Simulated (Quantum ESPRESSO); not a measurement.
NaI:

```
I Na
1.0
     0.00000    3.23640    3.23640
     3.23640    0.00000    3.23640
     3.23640    3.23640    0.00000
I Na
1 1
Direct
  0.50000 0.50000 0.50000
  0.00000 0.00000 0.00000
```

| Property | Result |
| --- | --- |
| Program | Quantum ESPRESSO 7.5 |
| Task | phonons |
| Functional | LDA |
| Potentials or basis | JTH 2.0 LDA |
| Cutoff | 707 eV |
| Density cutoff | 4245 eV |
| k mesh | 4 × 4 × 4, shifted |
| Occupations | fermi-dirac, width 0.05 eV |
| Spin | no spin polarisation |
| Form of the LDA correlation | PW92 |
| Mixing beta | 0.5 |
| Most SCF iterations | 120 |
| SCF threshold | 4e-10 Ry |

The cell and the atoms were relaxed first, to 30.30 Å³/atom (a = 4.409 Å, b = 4.409 Å, c = 4.409 Å, α = 60.00°, β = 60.00°, γ = 60.00°), and the response was taken there.

The first run showed a gap, so the response started from a second, tighter run with fixed occupations.

Task: How polar is the lattice: what are the Born charges, the two dielectric constants and the LO-TO splitting?

Result: Born charges ±1.17 e; dielectric constants 3.66 (electrons alone) and 6.73 (static); transverse and longitudinal modes at 137 and 185 cm⁻¹.
